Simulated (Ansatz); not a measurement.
Geometry optimisation in Ansatz: input, command and trajectory.

```yaml
crystal:
  lattice:
    - [3.7168054208, 0.0, 0.0]
    - [-1.8584027104, 3.2188479154, 0.0]
    - [0.0, 0.0, 7.1384074519]
  atoms:
    - { symbol: Sn, position: [0.0, 0.0, 0.0] }
    - { symbol: Se, position: [0.6666666667, 0.3333333333, 0.7742008571] }
    - { symbol: Se, position: [0.3333333333, 0.6666666667, 0.2257991429] }
basis:
  ecutwfc: 420
kpoints:
  mp_grid: { grid: [12, 12, 4] }
hamiltonian:
  xc: pbe
scf:
  occupations: { method: gaussian, width: 0.02 }
output:
  forces: true
  stress: true
  eigenvalues: true
relax:
  adjacent_minimum: "off"
  f_tol: 0.008
  max_steps: 40
  cell: { stress_tol: 0.015, fix: [a, b, gamma] }
```

```bash
ansatz run input.yaml --threads 1 --pin off --max-ram 2560MiB --backend cpu --events-out ev --progress --plain --runs-dir out
```

Computed with DFT PBE, scalar-relativistic, plane waves, PAW (Ansatz 0.2.0).

Of 9 frames 9 are shown, positions in Å and forces in eV/Å; the SCF threshold varies from step to step. Steps run on the plane waves of an earlier cell, with a Pulay correction in the pressure. The basis is chosen afresh for the last frame, the zero of the energies, and at times for earlier ones too; energy and pressure step there, also at an unchanged geometry. The mark taken_back stands on steps that the optimiser undid.

```xyz
3
Lattice="3.7168 0.0000 0.0000 -1.8584 3.2188 0.0000 0.0000 0.0000 7.1384" Properties=species:S:1:pos:R:3:forces:R:3 pbc="T T T" step=1 free_energy_over_end_meV_per_atom=3.62 pressure_GPa=4.53
Sn    0.0000    0.0000    0.0000    0.0000    0.0000    0.0000
Se    1.8584    1.0729    5.5266    0.0000    0.0000   -0.3346
Se    0.0000    2.1459    1.6118    0.0000    0.0000    0.3346
3
Lattice="3.7168 0.0000 0.0000 -1.8584 3.2188 0.0000 0.0000 0.0000 7.1618" Properties=species:S:1:pos:R:3:forces:R:3 pbc="T T T" step=2 free_energy_over_end_meV_per_atom=18.21 pressure_GPa=0.88 taken_back
Sn    0.0000    0.0000    0.0000    0.0000    0.0000    0.0000
Se    1.8584    1.0729    5.4441    0.0000    0.0000    0.7114
Se    0.0000    2.1459    1.7177    0.0000    0.0000   -0.7114
3
Lattice="3.7168 0.0000 0.0000 -1.8584 3.2188 0.0000 0.0000 0.0000 7.1436" Properties=species:S:1:pos:R:3:forces:R:3 pbc="T T T" step=3 free_energy_over_end_meV_per_atom=0.15 pressure_GPa=3.27
Sn    0.0000    0.0000    0.0000    0.0000    0.0000    0.0000
Se    1.8584    1.0729    5.4980    0.0000    0.0000    0.0225
Se    0.0000    2.1459    1.6456    0.0000    0.0000   -0.0225
3
Lattice="3.7168 0.0000 0.0000 -1.8584 3.2188 0.0000 0.0000 0.0000 7.1563" Properties=species:S:1:pos:R:3:forces:R:3 pbc="T T T" step=4 free_energy_over_end_meV_per_atom=0.12 pressure_GPa=3.34
Sn    0.0000    0.0000    0.0000    0.0000    0.0000    0.0000
Se    1.8584    1.0729    5.5127    0.0000    0.0000    0.0014
Se    0.0000    2.1459    1.6435    0.0000    0.0000   -0.0014
3
Lattice="3.7168 0.0000 0.0000 -1.8584 3.2188 0.0000 0.0000 0.0000 7.1842" Properties=species:S:1:pos:R:3:forces:R:3 pbc="T T T" step=5 free_energy_over_end_meV_per_atom=0.11 pressure_GPa=3.36
Sn    0.0000    0.0000    0.0000    0.0000    0.0000    0.0000
Se    1.8584    1.0729    5.5419    0.0000    0.0000   -0.0118
Se    0.0000    2.1459    1.6423    0.0000    0.0000    0.0118
3
Lattice="3.7168 0.0000 0.0000 -1.8584 3.2188 0.0000 0.0000 0.0000 7.2384" Properties=species:S:1:pos:R:3:forces:R:3 pbc="T T T" step=6 free_energy_over_end_meV_per_atom=0.12 pressure_GPa=3.34
Sn    0.0000    0.0000    0.0000    0.0000    0.0000    0.0000
Se    1.8584    1.0729    5.5966    0.0000    0.0000   -0.0185
Se    0.0000    2.1459    1.6417    0.0000    0.0000    0.0185
3
Lattice="3.7168 0.0000 0.0000 -1.8584 3.2188 0.0000 0.0000 0.0000 7.2814" Properties=species:S:1:pos:R:3:forces:R:3 pbc="T T T" step=7 free_energy_over_end_meV_per_atom=0.13 pressure_GPa=3.29
Sn    0.0000    0.0000    0.0000    0.0000    0.0000    0.0000
Se    1.8584    1.0729    5.6389    0.0000    0.0000   -0.0114
Se    0.0000    2.1459    1.6425    0.0000    0.0000    0.0114
3
Lattice="3.7168 0.0000 0.0000 -1.8584 3.2188 0.0000 0.0000 0.0000 7.3007" Properties=species:S:1:pos:R:3:forces:R:3 pbc="T T T" step=8 free_energy_over_end_meV_per_atom=0.14 pressure_GPa=3.25
Sn    0.0000    0.0000    0.0000    0.0000    0.0000    0.0000
Se    1.8584    1.0729    5.6573    0.0000    0.0000   -0.0020
Se    0.0000    2.1459    1.6434    0.0000    0.0000    0.0020
3
Lattice="3.7168 0.0000 0.0000 -1.8584 3.2188 0.0000 0.0000 0.0000 7.3007" Properties=species:S:1:pos:R:3:forces:R:3 pbc="T T T" step=9 free_energy_over_end_meV_per_atom=0.00 pressure_GPa=3.24
Sn    0.0000    0.0000    0.0000    0.0000    0.0000    0.0000
Se    1.8584    1.0729    5.6573    0.0000    0.0000   -0.0017
Se    0.0000    2.1459    1.6434    0.0000    0.0000    0.0017
```

The run took 83 s on 1 thread of Intel(R) Xeon(R) Platinum 8375C CPU @ 2.90GHz (Ice Lake), on a shared host, peak memory 0.51 GiB.

The cell holds layers, and where no dispersion correction was added their binding is poorly described.